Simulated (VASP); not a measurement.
# NaH (Fm-3m) in VASP: notebook, part 2 of 2

VASP 6.6.1.

**5. Relaxation of cell and atoms, PBEsol, target pressure 2 GPa, at which the enthalpy is minimised**

INCAR

```
PREC     = Accurate       # precision mode
ENCUT    = 600            # plane-wave cutoff, eV
EDIFF    = 1E-7           # SCF threshold, eV
ISMEAR   = 0              # smearing method
SIGMA    = 0.01           # smearing width, eV
LREAL    = F              # projectors in reciprocal space
LASPH    = T              # aspherical terms in the spheres
NELM     = 100            # most SCF steps
ALGO     = Fast           # electronic algorithm
ISIF     = 3              # what is computed and relaxed
LWAVE    = F              # write WAVECAR
LCHARG   = F              # write CHGCAR
GGA      = PS             # functional
IBRION   = 2              # ionic algorithm
NSW      = 80             # ionic steps
EDIFFG   = -0.001         # ionic threshold
PSTRESS  = 20.0
```

KPOINTS

```
regular mesh
0
Gamma
  8 8 8
```

POSCAR

```
NaH
1.0
    0.0000000000      2.3956887629      2.3956887629
    2.3956887629      0.0000000000      2.3956887629
    2.3956887629      2.3956887629      0.0000000000
Na H
1 1
Direct
    0.0000000000      0.0000000000      0.0000000000
    0.5000000000      0.5000000000      0.5000000000
```

Potentials or basis: VASP PAW PBE potentials, release 64 (Na_pv, H).

The run is started by

```sh
$ cat potpaw_PBE.64/Na_pv/POTCAR potpaw_PBE.64/H/POTCAR > POTCAR
$ mpirun -np 1 vasp_std > vasp.out
```

OUTCAR:

```text
PREC = Accurate
   ENCUT = 600
   EDIFF = 1E-7
   ISMEAR = 0
   LREAL = F
   LASPH = T
   NELM = 100
   ISIF = 3
   GGA = PS
   IBRION = 2
   NSW = 80
   EDIFFG = -0.001
   PSTRESS = 20.0

 ion  position               nearest neighbor table
   1  0.000  0.000  0.000-
   2  0.500  0.500  0.500-

  LATTYP: Found a face centered cubic cell.
 ALAT       =     4.7913775258

  Lattice vectors:

 A1 = (   0.0000000000,   2.3956887629,   2.3956887629)
 A2 = (   2.3956887629,   0.0000000000,   2.3956887629)
 A3 = (   2.3956887629,   2.3956887629,   0.0000000000)

Analysis of symmetry for initial positions (statically):
=====================================================================
 Subroutine PRICEL returns:
[... 260 lines left out ...]

 E-fermi :  -0.6704     XC(G=0):  -8.2330

 val. band max:       -0.7624251948   @ k =  -0.2500   0.5000   0.2500
 cond. band min:       2.9567522122   @ k =   0.5000   0.0000   0.0000
 fundamental gap:      3.7191774070
 Fermi energy:        -0.6704442384

 k-point     1 :       0.0000    0.0000    0.0000
  band No.  band energies     occupation
      1     -22.6022      2.00000
      2     -22.6022      2.00000
      3     -22.6022      2.00000
      4      -4.7765      2.00000
      5      10.5471      0.00000
      6      15.3749      0.00000
      7      15.3749      0.00000
      8      15.3749      0.00000
[... 243 lines left out ...]
 k-point    24 :      -0.3750    0.2500    0.1250
  band No.  band energies     occupation
      1     -22.7161      2.00000
      2     -22.6511      2.00000
      3     -22.6286      2.00000
      4      -1.3005      2.00000
      5       3.7862      0.00000
      6       7.2488      0.00000
      7      10.7444      0.00000
      8      14.9810      0.00000

 [... further k-points ...]

------------------------ aborting loop because EDIFF is reached ----------------------------------------

  FORCE on cell =-STRESS in cart. coord.  units (eV):
  Direction    XX          YY          ZZ          XY          YZ          ZX
  --------------------------------------------------------------------------------------
  -------------------------------------------------------------------------------------
  Total        0.3184895      0.3184895      0.3184895      0.0000000      0.0000000      0.0000000
  in kB       19.9563235     19.9563235     19.9563235      0.0000000      0.0000000      0.0000000
  external PRESSURE =      -0.0436765 kB  Pullay stress =      20.0000000 kB
[... 21 lines left out ...]
  energy  without entropy=       -5.0745157352  energy(sigma->0) =       -5.07451574

  enthalpy is  TOTEN    =        -4.7553291848 eV   P V=        0.3191865504

 reached required accuracy - stopping structural energy minimisation
```

OSZICAR:

```text
N       E                     dE             d eps       ncg     rms          rms(c)
DAV:   1     0.187588839204E+02    0.18759E+02   -0.52305E+03   464   0.116E+03
DAV:   2    -0.493183637650E+01   -0.23691E+02   -0.23691E+02   480   0.138E+02
DAV:   3    -0.546292854188E+01   -0.53109E+00   -0.53109E+00   608   0.279E+01
[... 27 lines left out ...]
RMM:   5    -0.507452210920E+01    0.47814E-04   -0.21970E-04   496   0.243E-01    0.568E-03
RMM:   6    -0.507451566606E+01    0.64431E-05   -0.29287E-05   505   0.915E-02    0.196E-03
RMM:   7    -0.507451646738E+01   -0.80132E-06   -0.93369E-06   480   0.594E-02    0.366E-03
RMM:   8    -0.507451570683E+01    0.76055E-06   -0.26359E-06   484   0.320E-02    0.106E-04
RMM:   9    -0.507451573517E+01   -0.28342E-07   -0.58726E-07   420   0.131E-02
   3 F= -.47553292E+01 E0= -.47553292E+01  d E =-.123943E-01
```

Wall time 22 s (1 thread of Intel Xeon Platinum 8488C (Sapphire Rapids), shared host); peak memory 0.15 GiB.

Results:

| Quantity | Value |
| --- | --- |
| Free energy | -5.0745 eV |
| Relaxed volume | 12.78 Å³/atom |
| Relaxed cell | a = 3.307 Å, b = 3.307 Å, c = 3.307 Å, α = 60.00°, β = 60.00°, γ = 60.00° |
| Space group after relaxing (to 0.05 Å) | Fm-3m (No. 225) |
| Energy change on relaxing (the enthalpy is what falls) | +5.8 meV/atom |
| Ionic steps | 3 |
| Pressure after relaxing | 2.0 GPa |
| Band gap on the k mesh | 3.72 eV, indirect (least direct gap 4.66 eV) |

Step by step:
```csv
step,energy change (eV),largest force (eV/Å),pressure (GPa),volume (Å³)
1,0.0000,0.0000,0.00,27.50
2,0.0014,0.0000,0.66,26.82
3,0.0117,0.0000,2.00,25.57
```

Final structure:
```cif
data_structure
_symmetry_space_group_name_H-M 'P 1'
_symmetry_Int_Tables_number 1
_cell_length_a 3.3068
_cell_length_b 3.3068
_cell_length_c 3.3068
_cell_angle_alpha 60.000
_cell_angle_beta 60.000
_cell_angle_gamma 60.000
_cell_volume 25.57
loop_
_atom_site_label
_atom_site_type_symbol
_atom_site_fract_x
_atom_site_fract_y
_atom_site_fract_z
_atom_site_occupancy
Na1 Na 0.00000 0.00000 0.00000 1
H1 H 0.50000 0.50000 0.50000 1
```

Levels at points of the mesh, in eV from the valence-band top:
| k point | band 1 | band 2 | band 3 | band 4 | band 5 | band 6 | band 7 | band 8 |
| --- | --- | --- | --- | --- | --- | --- | --- | --- |
| (0.00, 0.00, 0.00) | -21.84 | -21.84 | -21.84 | -4.01 | 11.31 | 16.14 | 16.14 | 16.14 |
| (0.50, 0.00, 0.00) | -21.97 | -21.86 | -21.86 | -0.95 | 3.72 | 11.32 | 13.84 | 13.84 |
| (0.50, 0.50, 0.00) | -21.96 | -21.88 | -21.88 | -0.21 | 4.60 | 10.13 | 11.12 | 11.12 |

Caveat: the cell is relaxed towards a set pressure, so the enthalpy falls and the energy may rise; the PAW data sets were made with another functional, which shifts forces and pressure a little. As with any semilocal functional, this PBEsol gap is likely too small.

**6. Summary**

```tsv
task	cell	cutoff (eV)	smearing	target pressure	gap on the mesh (eV)	pressure (GPa)
single point	Fm-3m, 13.75 Å³/atom	520	gaussian 0.02 eV	-	3.60	0.0
relaxation of cell and atoms	relaxed	600	gaussian 0.02 eV	-	3.61	0.0
single point	Fm-3m, 12.79 Å³/atom	520	gaussian 0.01 eV	-	3.72	2.0
relaxation of cell and atoms	relaxed to 2 GPa	600	gaussian 0.01 eV	2 GPa	3.72	2.0
```

Alike in all rows: level PBEsol; potentials or basis VASP PAW PBE potentials, release 64 (Na_pv, H); no spin polarisation; k mesh 8 × 8 × 8.

Caveats: the PAW data sets were made with another functional, which shifts forces and pressure a little; the cell is relaxed towards a set pressure, so the enthalpy falls and the energy may rise (some runs).

Total energies depend on the potentials used, so only differences within one code and one set of settings carry meaning.
